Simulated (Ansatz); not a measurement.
# Rh: energy along a strain

Rh, Fm-3m, a = 3.803 Å (as given, not relaxed at this level: 5.8 GPa). Ansatz: PBE, PAW, 420 eV, Γ-centred 22×22×22 mesh on 1 atom, Gaussian smearing 0.15 eV; no spin polarisation. Cell vectors (Å): 0.000 1.902 1.902; 1.902 0.000 1.902; 1.902 1.902 0.000. The cell is strained by x per cent times the pattern (0 1 0 0 0 0) in the order xx yy zz yz xz xy (engineering shears), with fractional coordinates held. y is the free energy over the start, V0 = 13.752 Å³/atom.

```
x (%) y (meV/atom)
-2.00         18.06
-1.50         11.99
-1.00          6.97
-0.50          2.99
 0.00          0.00
 0.50         -2.02
 1.00         -3.11
 1.50             ?
 1.75         -3.05
 2.00         -2.59
```

Problem. Fit y = c1 x + c2 x² + c3 x³ to the other rows, get the stiffness along the pattern, and predict the missing energy.

Solution. Least squares on the rows shown. y = −5.0006 x + 1.9334 x² − 0.040602 x³. The clamped-ion stiffness p·C·p = 2 × 19.33 eV × 160.2 / 13.752 Å³ = 450 GPa, which is C22 in these axes (C11 of the cubic crystal) (second derivative at the start, which stands under stress). At x = 1.50 the fit asked for gives -3.29 meV/atom. The run gave -3.29 meV/atom, the same to the digits shown.

The energy falls on stretching because the starting cell is compressed for PBE. The given lattice constant is close to the measured one, and PBE tends to overestimate the lattice constants of late 4d metals, so the pressure probably reflects the functional more than any real compression. The minimum near 1.50 % is not the equilibrium cubic cell, since the two lateral axes stay fixed and the strain relieves only part of the stress.

The large curvature fits a metal bound by a partly filled, strongly hybridised d band. The negative cubic term means that the lattice stiffens on compression and softens on extension, as expected when short-range repulsion rises faster than d bonding strengthens. With one atom per primitive cell there is no internal displacement to relax, so the clamped-ion stiffness is also the relaxed-ion one. The agreement at the missing point shows that the curve is smooth, but says nothing about resistance to shear, which needs other strain patterns.
